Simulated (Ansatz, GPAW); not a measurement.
**Na: programs and potentials compared**

```
Na
1.0
    -2.14100    2.14100    2.14100
     2.14100   -2.14100    2.14100
     2.14100    2.14100   -2.14100
Na
1
Direct
  0.00000 0.00000 0.00000
```

Alike in all runs: task band structure; functional LDA; k mesh 9 × 9 × 9; occupations gaussian, width 0.05 eV; no spin polarisation; no spin-orbit coupling. LDA stands for any of its common fits. Pressure is positive in compression and, in plane waves, holds the error of the finite cutoff, which Ansatz's Pulay term estimates and takes out.

```json
{"program and potentials": "Ansatz, Ansatz PAW", "plane-wave cutoff (eV)": "420", "notes": "potentials made for PBE, which Ansatz adapts in part; 9 valence electrons an atom on average", "pressure (GPa)": "-1.12"}
{"program and potentials": "Ansatz, all-electron LAPW, scalar-relativistic", "plane-wave cutoff (eV)": "-", "notes": "-", "pressure (GPa)": "-1.12"}
{"program and potentials": "GPAW, the program's PAW data sets (release 1.2.1) made for this functional", "plane-wave cutoff (eV)": "800", "notes": "7 valence electrons an atom on average", "pressure (GPa)": "-1.12"}
```

All agree on the pressure.

Differences between rows come from potentials, basis sets and numerical settings, since the functional is the same but for its coding. Runs on potential files found faulty are left out.
